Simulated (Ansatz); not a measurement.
Consider the isomerisation: `C=C(C)C(=O)OC` → `CC(=O)CC(C)=O`.

Computed with Ansatz on PBE0-D4/def2-TZVP structures; ΔE is electronic, products minus reactants. CCSD(T)/CBS is the MP2 limit (def2-TZVPP, def2-QZVPP) plus CCSD(T) − MP2 in def2-TZVPP, frozen cores. Functionals use def2-TZVPP. B3LYP here is the variant with VWN-RPA as its local correlation; programs differ in this. One conformer a species, not always the lowest.

```csv
level,ΔE (kJ/mol),difference from CCSD(T)/CBS
PBE-D4,-30.5,-5.6
r2SCAN-D4,-27.2,-2.3
PBE0-D4,-28.8,-3.9
B3LYP-D4,-25.0,-0.1
ωB97X-V,-31.0,-6.1
ωB97M-V,-27.7,-2.8
B2PLYP,-25.0,-0.1
PBE,-29.9,-5.0
r2SCAN,-27.1,-2.2
PBE0,-28.1,-3.2
B3LYP,-24.0,0.9
HF/def2-TZVPP,-27.0,-2.1
MP2/def2-TZVPP,-26.6,-1.7
SCS-MP2/def2-TZVPP,-27.1,-2.2
CCSD/def2-TZVPP,-26.8,-1.9
CCSD(T)/def2-TZVPP,-25.1,-0.2
HF/def2-QZVPP,-27.5,-2.6
MP2/def2-QZVPP,-26.7,-1.8
SCS-MP2/def2-QZVPP,-27.4,-2.5
HF/CBS(def2),-27.6,-2.7
MP2/CBS(def2),-26.4,-1.5
CCSD/CBS(def2),-26.6,-1.7
CCSD(T)/CBS,-24.9,0
```

Largest T1 diagnostic among the species: 0.015.

CCSD(T)/CBS has its own doubt, a few kJ/mol and more with outer-core shells, so smaller differences from it don't rank the levels.
